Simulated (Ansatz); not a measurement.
**Cubic perovskite LaAlO₃ (cubic high-temperature phase)**

Method: HSE06 (PAW; Ansatz, a first-principles code).

Settings: plane-wave cutoff 500 eV, 6×6×6 k mesh, gaussian smearing 0.02 eV, scalar-relativistic PAW data made under PBE.

Cell (relaxed at this level):

AlLaO3 is taken in the cubic space group Pm-3m (No. 221), the cubic perovskite structure, Pearson symbol cP5. Cell: a = b = c = 3.776 Å, α = β = γ = 90.00°. La on 1a is surrounded by 12 O at 2.670 Å (cuboctahedral). Al on 1b is coordinated by 6 O at 1.888 Å (octahedral). O on 3c sees 2 Al at 1.888 Å and 4 La at 2.670 Å (octahedral). (Neighbours: up to the widest gap in distance over summed covalent radii, below 1.35, at either atom; cation-cation and far metal-metal contacts left out.)

```yaml
band_gap: 4.88 eV (on the SCF k mesh)
```

Note: the relaxation could not lower the start's symmetry, so the cell can be a saddle point above a distorted one.

Spin–orbit coupling is not included.

The computed numbers hold no vibrational or temperature effects.
